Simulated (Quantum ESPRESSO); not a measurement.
AlCu:

```
CELL_PARAMETERS angstrom
2.99751 0.00000 0.00000
0.00000 2.99751 0.00000
0.00000 0.00000 2.99751
ATOMIC_POSITIONS crystal
Cu 0.50000 0.50000 0.50000
Al 0.00000 0.00000 0.00000
```

The cell comes from a database or a generator and needn't be the stable form of this composition.

* Program: Quantum ESPRESSO 7.5
* Task: phonons
* Functional: PBEsol
* Potentials or basis: SG15 PBE 1.2
* Cutoff: 1197 eV
* Density cutoff: 4789 eV
* k mesh: 8 × 8 × 8, shifted
* Occupations: methfessel-paxton, width 0.136 eV
* Spin: no spin polarisation
* Mixing beta: 0.5
* Most SCF iterations: 120
* SCF threshold: 4e-10 Ry

The cell and the atoms were relaxed first, to 12.98 Å³/atom (a = 2.961 Å, b = 2.961 Å, c = 2.961 Å, α = 90.00°, β = 90.00°, γ = 90.00°), and the response was taken there.

At Γ the optical frequencies are 247 247 247 cm⁻¹, at a pressure of 0.0 GPa.

**Question.** How do the modes respond when the cell is scaled evenly, at fixed shape?

**Answer.** The highest mode has a Grüneisen parameter of 2.28 and moves by +4.5 cm⁻¹ per GPa. None of the listed modes softens on compression. The pressures give a bulk modulus of about 124 GPa.

Frequencies at 99 % and 101 % of the volume (pressures 1.3 and -1.2 GPa), ions relaxed:
```
mode  99 % (cm⁻¹)  101 % (cm⁻¹)  Grüneisen parameter
   4        252.4         241.2                 2.28
   5        252.4         241.2                 2.28
   6        252.4         241.2                 2.28
```

Modes are matched by their order; those that don't vary smoothly over the three volumes are left out.

Caveat: the mesh is thin for the phonons of a metal; the potentials were made for another functional, which shifts forces and pressure.
